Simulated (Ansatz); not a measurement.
The cell is COD entry 9008857, as deposited and not checked against the literature; nothing was relaxed.

A run on ZnSe: DFT, PBE, all-electron LAPW, scalar-relativistic (Ansatz 0.2.0). The input:

```yaml
crystal:
  lattice:
    - [0.0, 2.8338, 2.8338]
    - [2.8338, 0.0, 2.8338]
    - [2.8338, 2.8338, 0.0]
  atoms:
    - { symbol: Zn, position: [0.0, 0.0, 0.0] }
    - { symbol: Se, position: [0.75, 0.75, 0.75] }
kpoints:
  mp_grid: { grid: [8, 8, 8] }
scf:
  occupations: { method: fermi_dirac, width: 0.03 }
hamiltonian:
  xc: pbe
  pseudopotentials:
    kind: all_electron
    lapw: { basis_error: 0.001, muffin_tin_radii: { Zn: 1.374, Se: 1.374 } }
output:
  forces: true
  stress: true
  eigenvalues: true
```

Task: Did this run give a result to trust?

Result: No. The input was rejected before any iteration. The typed spheres overlap: twice 1.374 Å exceeds the shortest distance, 2.454 Å; smaller radii, or none typed, cure it. It says:
```
Error: `kind: all_electron` solves this crystal on LAPW (the input types lapw, or this build lists no dataset of some species for it), and no LAPW basis is found for it: the given muffin-tin radii of Zn and Se, or the smallest supported ones, add up to 2.748 Å, and 2.454 Å are free between these atoms; give smaller radii, or leave one out; where each species has a listed dataset, leave lapw and dirac_shells out and run without spin–orbit coupling, or set another kind (and leave the keys of all_electron out)
```
 The same cell converged in the base run, which differs by not having this change: all sphere radii typed as 1.374 A.
